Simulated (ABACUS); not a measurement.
A run of ABACUS 3.10.1 is set up as follows.

File INPUT:

```
INPUT_PARAMETERS
suffix              GaSb
calculation         scf
basis_type          pw
pseudo_dir          ./
symmetry            1
dft_functional      GGA_X_PW91+GGA_C_PW91
ecutwfc             81
pseudo_rcut         10
nspin               1
nbands              24
ks_solver           dav
smearing_method     fd
smearing_sigma      0.00367493
scf_thr             1e-08
scf_nmax            100
mixing_type         broyden
mixing_beta         0.7
cal_force           1
cal_stress          1
out_chg             1
out_pot             2
out_elf             1
```

The input STRU:

```
ATOMIC_SPECIES
Sb 121.7600 Sb.upf
Ga 69.7230 Ga.upf

LATTICE_CONSTANT
1.8897261246

LATTICE_VECTORS
0.0000000000 3.0590000000 3.0590000000
3.0590000000 0.0000000000 3.0590000000
3.0590000000 3.0590000000 0.0000000000

ATOMIC_POSITIONS
Direct

Sb
0.0
1
0.7500000000 0.7500000000 0.7500000000 1 1 1

Ga
0.0
1
0.0000000000 0.0000000000 0.0000000000 1 1 1
```

Contents of KPT:

```
K_POINTS
0
Gamma
6 6 6 0 0 0
```

Potentials or basis: Ansatz NC PBE, plane waves.

Launch:

```console
$ OMP_NUM_THREADS=1 mpirun -np 4 abacus > log
```

Question: Estimate the band gap on the k mesh.

Answer: None (metal or under the smearing width).

Question: Estimate the pressure.

Answer: 2.3 GPa.

Caveat: the potentials were made for another functional, which shifts forces and pressure; this crystal is a semiconductor, whose small gap the functional closes, so the metal is an error of the method. The run has no spin-orbit coupling, so splittings on Sb are missing.

**Measured values to compare with.**

A printed reference work, data compilation reports, for a bulk crystal of GaSb at 4.2 K: band gap 0.811 eV (direct).

Against the measured gap of GaSb, 0.811 eV (direct; 4.2 K; a printed reference work, data compilation), the calculated 0.00 eV is off by -0.81 eV. Spin-orbit coupling on Ga, Sb is left out. The value is that of PW91 on a finite k mesh, which can miss the band edges, without temperature or zero-point motion. Semilocal functionals fall short of measured gaps as a rule.
